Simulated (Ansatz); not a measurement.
What a change of settings does to a run on Zn

The cell was built from the bcc type and relaxed in the same program; it needn't be a known or the stable phase. The listed cell was then made from it by scaling, straining or moving an atom.

First run: DFT, PBE, all-electron PAW with datasets made for the crystal, scalar-relativistic (Ansatz 0.2.0).

Command: `ansatz run input.yaml --threads 1 --pin off --max-ram 2048MiB --backend cpu --events-out ev --progress --plain --runs-dir out` The run took 5.6 s on 1 thread of Arm Neoverse V2, with other jobs on the host.

```yaml
crystal:
  lattice:
    - [-1.5971151817, 1.5971151817, 1.5971151817]
    - [1.5971151817, -1.5971151817, 1.5971151817]
    - [1.5971151817, 1.5971151817, -1.5971151817]
  atoms:
    - { symbol: Zn, position: [0.0, 0.0, 0.0] }
kpoints:
  mp_grid: { grid: [17, 17, 17] }
scf:
  occupations: { method: fermi_dirac, width: 0.05 }
hamiltonian:
  xc: pbe
  pseudopotentials: { kind: all_electron, datasets: crystal }
output:
  forces: true
  stress: true
  eigenvalues: true
  efg: { contact_densities: true }
```

Result: converged; pressure -3.23 GPa; no gap on the k mesh; 8 SCF iterations.

A second input differs as follows:

```diff
@@ -7,7 +7,8 @@
     - { symbol: Zn, position: [0.0, 0.0, 0.0] }
 kpoints:
-  mp_grid: { grid: [17, 17, 17] }
+  mp_grid: { grid: [0, 17, 17] }
 scf:
   occupations: { method: fermi_dirac, width: 0.05 }
+  max_iter: 80
 hamiltonian:
   xc: pbe
```

What is wrong with it, and what does the program do?

The fault is a mesh with a zero or a mesh and a spacing. The run refused before any iteration. The log ends:
```
Error: invalid value for `kpoints.mp_grid.grid`: each dimension must be in 1..=255
```
